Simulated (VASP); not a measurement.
# Ge (Fmmm) in VASP: settings compared

The runs below take Ge through band structure, with r2SCAN, SCAN, LDA, PBE, PBEsol.

Program: VASP 6.6.1. These are calculated values, not measurements. Logs are shortened: lines on timing, memory, paths and dates and some standing lists are left out, and cuts for length are marked.

### Step 1. Starting point

Symmetry: Fmmm, No. 69, orthorhombic system. The conventional cell has a = 5.261 Å, b = 5.771 Å, c = 10.231 Å, α = 90.00°, β = 90.00°, γ = 90.00°. Ge (site symmetry m2m) is surrounded by 5 Ge at 2.61 to 2.73 Å. Around Ge (site symmetry mm2) lie 6 Ge at 2.71 to 2.96 Å.

This isn't the form of Ge at room conditions, which is diamond.

### Step 2. Band structure, r2SCAN

Contents of INCAR:

```
PREC = Accurate
ENCUT = 520
EDIFF = 1E-7
ISMEAR = -1
SIGMA = 0.05
LREAL = False
LASPH = True
NELM = 100
ALGO = Normal
ISIF = 2
LWAVE = False
LCHARG = False
METAGGA = R2SCAN
LMIXTAU = True
```

Contents of KPOINTS:

```
regular mesh
0
Gamma
  5 5 5
```

Contents of POSCAR:

```
Ge
1.0
    0.0000000000      2.8857400000      5.1156650000
    2.6304970000      0.0000000000      5.1156650000
    2.6304970000      2.8857400000      0.0000000000
Ge
4
Direct
    0.7264900000      0.2735100000      0.7264900000
    0.2735100000      0.7264900000      0.2735100000
    0.2181330000      0.2181330000      0.7818670000
    0.7818670000      0.7818670000      0.2181330000
```

Contents of KPOINTS_OPT:

```
path GYCDXGZD1HC,C1Z,XH1,HY,LG
10
line-mode
reciprocal
 0.0000000000  0.0000000000  0.0000000000  G
 0.5000000000  0.0000000000  0.5000000000  Y

 0.5000000000  0.0000000000  0.5000000000  Y
 0.5000000000  0.1083705569  0.6083705569  C

 0.5000000000  0.1083705569  0.6083705569  C
 0.0286819066  0.5000000000  0.5286819066  D

 0.0286819066  0.5000000000  0.5286819066  D
 0.0000000000  0.5000000000  0.5000000000  X

 0.0000000000  0.5000000000  0.5000000000  X
 0.0000000000  0.0000000000  0.0000000000  G

 0.0000000000  0.0000000000  0.0000000000  G
 0.5000000000  0.5000000000  0.0000000000  Z

 0.5000000000  0.5000000000  0.0000000000  Z
 0.9713180934  0.5000000000  0.4713180934  D1

 0.9713180934  0.5000000000  0.4713180934  D1
 0.9098640972  0.4098640972  0.5000000000  H

 0.9098640972  0.4098640972  0.5000000000  H
 0.5000000000  0.1083705569  0.6083705569  C

 0.5000000000  0.8916294431  0.3916294431  C1
 0.5000000000  0.5000000000  0.0000000000  Z

 0.0000000000  0.5000000000  0.5000000000  X
 0.0901359028  0.5901359028  0.5000000000  H1

 0.9098640972  0.4098640972  0.5000000000  H
 0.5000000000  0.0000000000  0.5000000000  Y

 0.5000000000  0.5000000000  0.5000000000  L
 0.0000000000  0.0000000000  0.0000000000  G
```

Potentials or basis: VASP PAW PBE potentials, release 64 (Ge_d).

Started as:

```console
cat potpaw_PBE.64/Ge_d/POTCAR > POTCAR
mpirun -np 1 vasp_std > vasp.out
```

OUTCAR:

```text
PREC = Accurate
   ENCUT = 520
   EDIFF = 1E-7
   ISMEAR = -1
   LREAL = False
   LASPH = True
   NELM = 100
   ISIF = 2
   METAGGA = R2SCAN

 ion  position               nearest neighbor table
   1  0.726  0.274  0.726-   2 2.61   2 2.64   2 2.64   3 2.73   4 2.73
   2  0.274  0.726  0.274-   1 2.61   1 2.64   1 2.64   3 2.73   4 2.73
   3  0.218  0.218  0.782-   4 2.71   4 2.71   1 2.73   2 2.73
   4  0.782  0.782  0.218-   3 2.71   3 2.71   1 2.73   2 2.73

  LATTYP: Found a face centered orthorhombic cell.
 ALAT       =     5.2609940000
 B/A-ratio  =     1.0970322338
 C/A-ratio  =     1.9447522654

  Lattice vectors:

 A1 = (   0.0000000000,   2.8857400000,   5.1156650000)
 A2 = (   2.6304970000,   0.0000000000,   5.1156650000)
 A3 = (   2.6304970000,   2.8857400000,   0.0000000000)

Analysis of symmetry for initial positions (statically):
=====================================================================
 Subroutine PRICEL returns:
 Original cell was already a primitive cell.

 Routine SETGRP: Setting up the symmetry group for a
 face centered orthorhombic supercell.

 Subroutine GETGRP returns: Found  8 space group operations
 (whereof  8 operations were pure point group operations)
 out of a pool of  8 trial point group operations.

The static configuration has the point symmetry D_2h.

Analysis of symmetry for dynamics (positions and initial velocities):
=====================================================================
 Subroutine PRICEL returns:
 Original cell was already a primitive cell.

 Routine SETGRP: Setting up the symmetry group for a
 face centered orthorhombic supercell.

 Subroutine GETGRP returns: Found  8 space group operations
 (whereof  8 operations were pure point group operations)
 out of a pool of  8 trial point group operations.

The dynamic configuration has the point symmetry D_2h.

 Subroutine INISYM returns: Found  8 space group operations
 (whereof  8 operations are pure point group operations),
 and found     1 'primitive' translations

----------------------------------------------------------------------------------------

                                     Primitive cell

  volume of cell :      77.6653

  direct lattice vectors                    reciprocal lattice vectors
     0.000000000  2.885740000  5.115665000    -0.190078149  0.173265783  0.097739004
     2.630497000  0.000000000  5.115665000     0.190078149 -0.173265783  0.097739004
     2.630497000  2.885740000  0.000000000     0.190078149  0.173265783 -0.097739004

  length of vectors
     5.873459265  5.752351072  3.904741965     0.275142957  0.275142957  0.275142957

  position of ions in fractional coordinates (direct lattice)
     0.726490000  0.273510000  0.726490000
     0.273510000  0.726490000  0.273510000
     0.218133000  0.218133000  0.781867000
     0.781867000  0.781867000  0.218133000

  ion indices of the primitive-cell ions
   primitive index   ion index
                 1           1
                 2           2
                 3           3
                 4           4

----------------------------------------------------------------------------------------

 KPOINTS: regular mesh

Automatic generation of k-mesh.
 Grid dimensions read from file:
 generate k-points for:    5    5    5

 Generating k-lattice:

  Cartesian coordinates                     Fractional coordinates (reciprocal lattice)
    -0.038015630  0.034653157  0.019547801     0.200000000 -0.000000000 -0.000000000
     0.038015630 -0.034653157  0.019547801     0.000000000  0.200000000  0.000000000
     0.038015630  0.034653157 -0.019547801    -0.000000000  0.000000000  0.200000000

  Length of vectors
     0.055028591  0.055028591  0.055028591

  Shift w.r.t. Gamma in fractional coordinates (k-lattice)
     0.000000000  0.000000000  0.000000000

 Subroutine IBZKPT returns following result:
 ===========================================

 Found     27 irreducible k-points:

 Following reciprocal coordinates:
            Coordinates               Weight
  0.000000  0.000000  0.000000      1.000000
  0.200000 -0.000000  0.000000      8.000000
  0.400000  0.000000  0.000000      8.000000
  0.200000  0.200000  0.000000      2.000000
  0.400000  0.200000  0.000000      8.000000
 -0.400000  0.200000 -0.000000      8.000000
[... 16 lines left out ...]
 -0.400000  0.000000  0.400000      4.000000
 -0.400000  0.200000  0.400000      4.000000
 [... further k-points ...]
   k-points           NKPTS =     27   k-points in BZ     NKDIM =     27   number of bands    NBANDS=     33
   number of dos      NEDOS =    301   number of ions     NIONS =      4
   total plane-waves  NPLWV =  69120
   dimension x,y,z NGX =    48 NGY =   48 NGZ =   30
   dimension x,y,z NGXF=    96 NGYF=   96 NGZF=   60
   ions per type =               4
   NGX,Y,Z   is equivalent  to a cutoff of  13.59, 13.87, 12.77 a.u.
   NGXF,Y,Z  is equivalent  to a cutoff of  27.17, 27.74, 25.55 a.u.
 SYSTEM =  unknown system
   PREC   = accura    normal or accurate (medium, high low for compatibility)
   ISTART =      0    job   : 0-new  1-cont  2-samecut
   ICHARG =      2    charge: 1-file 2-atom 10-const
   ISPIN  =      1    spin polarized calculation?
   LNONCOLLINEAR =      F non collinear calculations
   LSORBIT =      F    spin-orbit coupling
   LASPH  =      T    aspherical Exc in radial PAW
   ENCUT  =  520.0 eV  38.22 Ry    6.18 a.u.  10.92 10.70  7.26*2*pi/ulx,y,z
   NELM   =    100;   NELMIN=  2; NELMDL= -5     # of ELM steps
   EDIFF  = 0.1E-06   stopping-criterion for ELM
   LREAL  =      F    real-space projection
   EDIFFG = 0.1E-05   stopping-criterion for IOM
   NSW    =      0    number of steps for IOM
   IBRION =     -1    ionic relax: 0-MD 1-quasi-New 2-CG
   NFREE  =      0    steps in history (QN), initial steepest desc. (CG)
   ISIF   =      2    stress and relaxation
   ISYM   =      2    0-nonsym 1-usesym 2-fastsym
   POTIM  = 0.5000    time-step for ionic-motion
   TEBEG  =    0.0;   TEEND  =   0.0 temperature during run
   PSTRESS=    0.0 pullay stress
   NELECT =      56.0000    total number of electrons
   NUPDOWN=      -1.0000    fix difference up-down
   EMIN   =  10.00;   EMAX   =-10.00  energy-range for DOS
   EFERMI =   0.00;   METHOD = LEGACY
   ISMEAR =    -1;   SIGMA  =   0.05  broadening in eV -4-tet -1-fermi 0-gaus
   EFERMI_NEDOS =   21; number of points for ismear=-14 and -15
   IALGO  =     38    algorithm
   IMIX   =      4    mixing-type and parameters
     AMIX     =   0.40;   BMIX     =  1.00
     AMIX_MAG =   1.60;   BMIX_MAG =  1.00
  volume/ion in A,a.u.               =      19.42       131.03
  Fermi-wavevector in a.u.,A,eV,Ry     =   1.468008  2.774133 29.321208  2.155048
  Thomas-Fermi vector in A             =   2.583557
   LORBIT       =      0    0 simple, 1 ext, 2 COOP (PROOUT), +10 PAW based schemes
   METAGGA = R2SCAN    functional components
   LHFCALC =     F    Hartree Fock is set to
   AEXX    =    0.0000 exact exchange contribution
   IVDW    =     0    specifies the selected vdW correction
   LEPSILON=     F    determine dielectric tensor
   LRPA    =     F    only Hartree local field effects (RPA)
 non-spin polarized calculation
  energy-cutoff  :      520.00
  volume of cell :       77.67
 maximum number of plane-waves:      2109
 NGX is ok and might be reduce to    48
   NGX = 21   NGY = 21   NGZ = 15

 number of electron      55.9999999 magnetization

 Free energy of the ion-electron system (eV)
  ---------------------------------------------------
  ext. energy  EPLUGINS =         0.00000000
  ---------------------------------------------------
  free energy    TOTEN  =       -53.94964256 eV

  energy without entropy =      -53.93172846  energy(sigma->0) =      -53.94068551

 E-fermi :   6.0908     XC(G=0): -12.1067

 val. band max:        6.0856261989   @ k =  -0.4000   0.0000   0.4000
 cond. band min:       6.2167829692   @ k =   0.4000   0.0000   0.0000
 fundamental gap:      0.1311567703
 Fermi energy:         6.0907516189

 k-point     1 :       0.0000    0.0000    0.0000
  band No.  band energies     occupation
      1     -19.2991      2.00000
      2     -19.2730      2.00000
      3     -19.2313      2.00000
      4     -19.2229      2.00000
      5     -19.2191      2.00000
      6     -19.2176      2.00000
[... 25 lines left out ...]
     32      10.4759      0.00000
     33      12.7688      0.00000

 k-point     2 :       0.2000   -0.0000    0.0000
  band No.  band energies     occupation
      1     -19.2830      2.00000
      2     -19.2560      2.00000
      3     -19.2293      2.00000
      4     -19.2229      2.00000
      5     -19.2146      2.00000
      6     -19.2121      2.00000
[... 25 lines left out ...]
     32      11.3215      0.00000
     33      11.4918      0.00000

 k-point     3 :       0.4000    0.0000    0.0000
  band No.  band energies     occupation
      1     -19.2510      2.00000
      2     -19.2377      2.00000
      3     -19.2296      2.00000
      4     -19.2188      2.00000
      5     -19.1968      2.00000
      6     -19.1841      2.00000
[... 25 lines left out ...]
     32       8.8039      0.00000
     33      10.1268      0.00000

 k-point     4 :       0.2000    0.2000    0.0000
  band No.  band energies     occupation
      1     -19.2952      2.00000
      2     -19.2718      2.00000
      3     -19.2283      2.00000
      4     -19.2227      2.00000
      5     -19.2143      2.00000
      6     -19.2058      2.00000
[... 25 lines left out ...]
     32      10.8185      0.00000
     33      11.4167      0.00000

 k-point     5 :       0.4000    0.2000    0.0000
  band No.  band energies     occupation
      1     -19.2782      2.00000
      2     -19.2513      2.00000
      3     -19.2299      2.00000
      4     -19.2185      2.00000
      5     -19.2094      2.00000
      6     -19.2036      2.00000
[... 604 lines left out ...]
 k-point    22 :       0.4000    0.0000    0.4000
  band No.  band energies     occupation
      1     -19.2544      2.00000
      2     -19.2379      2.00000
      3     -19.2317      2.00000
      4     -19.2022      2.00000
      5     -19.2009      2.00000
      6     -19.1844      2.00000
[... 25 lines left out ...]
     32      11.2449      0.00000
     33      13.6695      0.00000

 k-point    23 :      -0.4000    0.0000    0.4000
  band No.  band energies     occupation
      1     -19.2490      2.00000
      2     -19.2323      2.00000
      3     -19.2163      2.00000
      4     -19.2146      2.00000
      5     -19.2012      2.00000
      6     -19.1829      2.00000
[... 25 lines left out ...]
     32      11.4366      0.00000
     33      13.7483      0.00000

 k-point    24 :      -0.4000    0.2000    0.4000
  band No.  band energies     occupation
      1     -19.2630      2.00000
      2     -19.2480      2.00000
      3     -19.2221      2.00000
      4     -19.2064      2.00000
      5     -19.2034      2.00000
      6     -19.1919      2.00000
[... 25 lines left out ...]
     32      11.6841      0.00000
     33      12.6117      0.00000

 [... further k-points ...]

------------------------ aborting loop because EDIFF is reached ----------------------------------------

  FORCE on cell =-STRESS in cart. coord.  units (eV):
  Direction    XX          YY          ZZ          XY          YZ          ZX
  --------------------------------------------------------------------------------------
  -------------------------------------------------------------------------------------
  Total       -1.2239464     -1.5046889     -1.2556555     -0.0000000      0.0000000      0.0000000
  in kB      -25.2490979    -31.0406060    -25.9032346     -0.0000000      0.0000000      0.0000000
  external PRESSURE =     -27.3976461 kB  Pullay stress =       0.0000000 kB

 VOLUME and BASIS-vectors are now :
 -----------------------------------------------------------------------------
  energy-cutoff  :      520.00
  volume of cell :       77.67
      direct lattice vectors                 reciprocal lattice vectors
     0.000000000  2.885740000  5.115665000    -0.190078149  0.173265783  0.097739004
     2.630497000  0.000000000  5.115665000     0.190078149 -0.173265783  0.097739004
     2.630497000  2.885740000  0.000000000     0.190078149  0.173265783 -0.097739004

 POSITION                                       TOTAL-FORCE (eV/Angst)
 -----------------------------------------------------------------------------------
      2.63050      4.19292      5.11566         0.000000     -0.014631      0.000000
      2.63050      1.57856      5.11566         0.000000      0.014631      0.000000
      2.63050      2.88574      2.23179         0.000000      0.000000     -0.207916
      2.63050      2.88574      7.99954         0.000000      0.000000      0.207916
 -----------------------------------------------------------------------------------
    total drift:                                0.000000      0.000000      0.000000

  FREE ENERGIE OF THE ION-ELECTRON SYSTEM (eV)
  ---------------------------------------------------
  free  energy   TOTEN  =       -53.9496425582 eV

  energy  without entropy=      -53.9317284613  energy(sigma->0) =      -53.94068551
```

Wall time 25 min (1 thread of Intel Xeon Platinum 8559C (Emerald Rapids), shared host); peak memory 0.31 GiB.

Results:

| Quantity | Value |
| --- | --- |
| Free energy | -53.9496 eV |
| Pressure | -2.7 GPa |
| Largest force | 0.208 eV/Å |
| Band gap along the path | none (metal or under the smearing width) |

Forces in eV/Å, atoms in the order of the input:
```
Ge   0.000 -0.015  0.000
Ge   0.000  0.015  0.000
Ge   0.000  0.000 -0.208
Ge   0.000  0.000  0.208
```

Levels at the corners of the path, in eV from the Fermi level:
```tsv
point	band 27	band 28	band 29	band 30	band 31	band 32
Γ	-2.03	-1.93	-1.67	3.45	4.28	4.39
Y	-3.19	-2.64	-1.16	-0.70	3.89	5.15
Y	-3.19	-2.64	-1.16	-0.70	3.89	5.15
C	-2.65	-2.39	-0.92	-0.36	3.16	4.07
C	-2.65	-2.39	-0.92	-0.36	3.16	4.07
D	-3.39	-2.11	-1.90	3.31	3.99	4.28
D	-3.39	-2.11	-1.90	3.31	3.99	4.28
X	-3.41	-2.13	-1.91	3.29	4.07	4.38
X	-3.41	-2.13	-1.91	3.29	4.07	4.38
Γ	-2.03	-1.93	-1.67	3.45	4.28	4.39
Γ	-2.03	-1.93	-1.67	3.45	4.28	4.39
Z	-0.15	0.68	1.28	1.38	2.13	2.99
Z	-0.15	0.68	1.28	1.38	2.13	2.99
D1	-3.39	-2.11	-1.90	3.31	3.99	4.28
D1	-3.39	-2.11	-1.90	3.31	3.99	4.28
H	-3.83	-2.08	-1.55	3.44	3.54	3.72
H	-3.83	-2.08	-1.55	3.44	3.54	3.72
C	-2.65	-2.39	-0.92	-0.36	3.16	4.07
C1	-2.65	-2.39	-0.92	-0.36	3.16	4.07
Z	-0.15	0.68	1.28	1.38	2.13	2.99
X	-3.41	-2.13	-1.91	3.29	4.07	4.38
H1	-3.83	-2.08	-1.55	3.44	3.54	3.72
H	-3.83	-2.08	-1.55	3.44	3.54	3.72
Y	-3.19	-2.64	-1.16	-0.70	3.89	5.15
L	-0.78	0.85	1.08	1.42	2.68	2.78
Γ	-2.03	-1.93	-1.67	3.45	4.28	4.39
```

Caveat: the PAW data sets were made with another functional, which shifts forces and pressure a little.

### Step 3. Band structure, SCAN

INCAR, as its differences from that of step 2:

```diff
@@ -12,3 +12,3 @@
 LCHARG = False
-METAGGA = R2SCAN
+METAGGA = SCAN
 LMIXTAU = True
```

KPOINTS is that of step 2.

POSCAR is that of step 2.

KPOINTS_OPT is that of step 2.

Potentials or basis: VASP PAW PBE potentials, release 64 (Ge_d).

Started as:

```console
cat potpaw_PBE.64/Ge_d/POTCAR > POTCAR
mpirun -np 1 vasp_std > vasp.out
```

Run time: 36 min. Hardware: 1 thread of Intel Xeon Platinum 8559C (Emerald Rapids), shared host; peak memory 0.3 GiB.

Results (log left out):

```
Free energy             : -75.0323 eV
Pressure                : -3.4 GPa
Largest force           : 0.051 eV/Å
Band gap along the path : none (metal or under the smearing width)
```

Forces on the atoms (eV/Å):
```
Ge   0.000 -0.006  0.000
Ge   0.000  0.006  0.000
Ge   0.000  0.000  0.051
Ge   0.000  0.000 -0.051
```

Stress tensor (GPa, compression positive):
```
-2.78  0.00  0.00
 0.00 -3.85  0.00
 0.00  0.00 -3.62
```

Levels at the corners of the path, in eV from the Fermi level:
```
point  band 27  band 28  band 29  band 30  band 31  band 32
    Γ    -1.91    -1.90    -1.55     3.30     4.18     4.25
    Y    -3.19    -2.70    -1.15    -0.76     3.78     4.91
    Y    -3.19    -2.70    -1.15    -0.76     3.78     4.91
    C    -2.65    -2.45    -0.90    -0.42     3.05     3.84
    C    -2.65    -2.45    -0.90    -0.42     3.05     3.84
    D    -3.58    -2.06    -1.77     3.14     3.88     4.10
    D    -3.58    -2.06    -1.77     3.14     3.88     4.10
    X    -3.60    -2.07    -1.78     3.13     3.96     4.19
    X    -3.60    -2.07    -1.78     3.13     3.96     4.19
    Γ    -1.91    -1.90    -1.55     3.30     4.18     4.25
    Γ    -1.91    -1.90    -1.55     3.30     4.18     4.25
    Z    -0.09     0.60     1.13     1.20     2.19     2.84
    Z    -0.09     0.60     1.13     1.20     2.19     2.84
   D1    -3.58    -2.06    -1.77     3.14     3.88     4.10
   D1    -3.58    -2.06    -1.77     3.14     3.88     4.10
    H    -3.96    -1.95    -1.54     3.36     3.39     3.55
    H    -3.96    -1.95    -1.54     3.36     3.39     3.55
    C    -2.65    -2.45    -0.90    -0.42     3.05     3.84
   C1    -2.65    -2.45    -0.90    -0.42     3.05     3.84
    Z    -0.09     0.60     1.13     1.20     2.19     2.84
    X    -3.60    -2.07    -1.78     3.13     3.96     4.19
   H1    -3.96    -1.95    -1.54     3.36     3.39     3.55
    H    -3.96    -1.95    -1.54     3.36     3.39     3.55
    Y    -3.19    -2.70    -1.15    -0.76     3.78     4.91
    L    -0.69     0.91     1.08     1.26     2.50     2.54
    Γ    -1.91    -1.90    -1.55     3.30     4.18     4.25
```

Caveat: the PAW data sets were made with another functional, which shifts forces and pressure a little.

(Part 1 of 2 ends here.)
